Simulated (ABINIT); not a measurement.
Crystal: Ge.

```xyz
4
Lattice="3.9976 0.0000 0.0000 -1.9988 3.4620 0.0000 0.0000 0.0000 6.5994" Properties=species:S:1:pos:R:3 pbc="T T T"
Ge    0.0000    2.3080    6.1843
Ge    1.9988    1.1540    2.8846
Ge    0.0000    2.3080    3.7148
Ge    1.9988    1.1540    0.4151
```

This isn't the form of Ge at room conditions, which is diamond.

Base run:

```yaml
Program: ABINIT 10.8.3 (patched build)
Functional: PBEsol
Potentials_or_basis: PseudoDojo NC SR PBEsol v0.4.1 standard
Cutoff: 1061 eV
k_mesh: 8 × 8 × 4
Occupations: fermi-dirac, width 0.05 eV
Spin: no spin polarisation
```

Its results: pressure 0.0 GPa.

Task: The run is repeated on the same cell with these changes: functional from PBEsol to LDA; potentials or basis from PseudoDojo NC SR PBEsol v0.4.1 standard to JTH PAW LDA v2.0; cutoff from 1061 eV to 599 eV. What comes out?

Result: Pressure -2.4 GPa.

Not every run made on this cell is shown here.
